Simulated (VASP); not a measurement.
# Al: single point with PBEsol

Al:

```
CELL_PARAMETERS angstrom
2.96902 0.00000 0.00000
-1.48451 2.57124 0.00000
0.00000 0.00000 4.36711
ATOMIC_POSITIONS crystal
Al 0.66667 0.33333 0.75000
Al 0.33333 0.66667 0.25000
```

This isn't the form of Al at room conditions, which is fcc.

```
Program             : VASP 6.6.1
Task                : single point
Functional          : PBEsol
Potentials or basis : VASP PAW PBE potentials, release 64 (Al)
Cutoff              : 520 eV
k mesh              : 21 × 21 × 12
Occupations         : gaussian, width 0.15 eV
Spin                : no spin polarisation
```

The pressure is -0.6 GPa and the band gap on the k mesh is none (metal or under the smearing width).

Stress tensor (GPa, compression positive):
```
-2.86  0.00  0.00
 0.00 -2.86  0.00
 0.00  0.00  4.07
```

Levels at points of the mesh, in eV from the Fermi level:
```csv
k point,band 1,band 2,band 3,band 4,band 5,band 6
"(0.00, 0.00, 0.00)",-11.05,-3.90,-3.04,8.82,8.82,9.62
"(0.00, 0.00, 0.50)",-9.12,-9.12,5.49,5.49,10.38,10.38
```

Wall time 38 s on 1 thread of Intel(R) Xeon(R) Platinum 8488C (Sapphire Rapids), with other jobs on the host, peak memory 0.2 GiB.

Caveat: the PAW data sets were made with another functional, which shifts forces and pressure a little.
